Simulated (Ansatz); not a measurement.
# CsPbCl3: the cost of one run

Computed with Ansatz 0.2.0 (DFT PBEsol, scalar-relativistic, plane waves, PAW, unless a step's input says otherwise).

**1. Starting point**

Symmetry: R32, No. 155, trigonal system. The conventional cell has a = 8.006 Å, b = 8.006 Å, c = 9.887 Å, α = 90.00°, β = 90.00°, γ = 120.00°. Cs (site symmetry 32) has 12 Cl at 3.85 to 4.15 Å as nearest neighbours. Around Pb (site symmetry 32) lie 6 Cl at 2.84 Å. Around Cl (site symmetry 2) lie 2 Pb at 2.84 Å and 4 Cs at 3.85 to 4.15 Å.

Structure file:

```
CELL_PARAMETERS angstrom
4.00316 2.31122 3.29556
-4.00316 2.31122 3.29556
0.00000 -4.62245 3.29556
ATOMIC_POSITIONS crystal
Cs 0.50000 0.50000 0.50000
Pb 0.00000 0.00000 0.00000
Cl 0.50000 0.01860 0.98140
Cl 0.01860 0.98140 0.50000
Cl 0.98140 0.50000 0.01860
```

The structure comes from the Materials Project (structure only).

**2. Quick check of gap, pressure and forces**

Input file input.yaml:

```yaml
crystal:
  lattice:
    - [4.0031551156, 2.3112226836, 3.2955554574]
    - [-4.0031551156, 2.3112226836, 3.2955554574]
    - [0.0, -4.6224453672, 3.2955554574]
  atoms:
    - { symbol: Cs, position: [0.5, 0.5, 0.5] }
    - { symbol: Pb, position: [0.0, 0.0, 0.0] }
    - { symbol: Cl, position: [0.5, 0.0186003, 0.9813997] }
    - { symbol: Cl, position: [0.0186003, 0.9813997, 0.5] }
    - { symbol: Cl, position: [0.9813997, 0.5, 0.0186003] }
basis:
  ecutwfc: 420
kpoints:
  mp_grid: { grid: [3, 3, 3] }
hamiltonian:
  xc: pbesol
scf:
  occupations: { method: gaussian, width: 0.1 }
output:
  forces: true
  stress: true
  eigenvalues: true
```

What time and memory should one allow on 1 thread of an Arm CPU, shared host?

About 3.3 s, with a peak of 0.35 GiB.
